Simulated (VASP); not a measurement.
Here is a VASP 6.6.1 calculation.

Contents of INCAR:

```
SYSTEM = SnTe
PREC = Accurate ; ENCUT = 450
EDIFF = 1E-6 ; ISMEAR = 0
SIGMA = 0.02 ; LREAL = .False.
LASPH = .True. ; NELM = 80
ALGO = Normal ; ISIF = 2
LWAVE = .False. ; LCHARG = .True.
GGA = PE ; LELF = .True.
LVHAR = .True.
```

The input KPOINTS:

```
Automatic mesh
0
Gamma
  4 4 4
  0 0 0
```

File POSCAR:

```
SnTe
1.0
    0.0000000000      3.6111460000      3.6111460000
    3.6111460000      0.0000000000      3.6111460000
    3.6111460000      3.6111460000      0.0000000000
Te Sn
1 1
Direct
    0.2500000000      0.2500000000      0.2500000000
    0.0000000000      0.0000000000      0.0000000000
```

Potentials or basis: VASP PAW PBE potentials, release 64 (Te_GW, Sn_d_GW).

Launch:

```bash
$ cat potpaw_PBE.64/Te_GW/POTCAR potpaw_PBE.64/Sn_d_GW/POTCAR > POTCAR
$ mpirun -np 1 vasp_std > vasp.out
```

Task: Estimate the pressure.

Result: -0.2 GPa.

Task: What does it give for the band gap on the k mesh?

Result: 0.09 eV, indirect (least direct gap 0.80 eV).

Caveat: spin-orbit coupling is left out, which moves the levels of the heavy elements. A k mesh can miss the band edges.
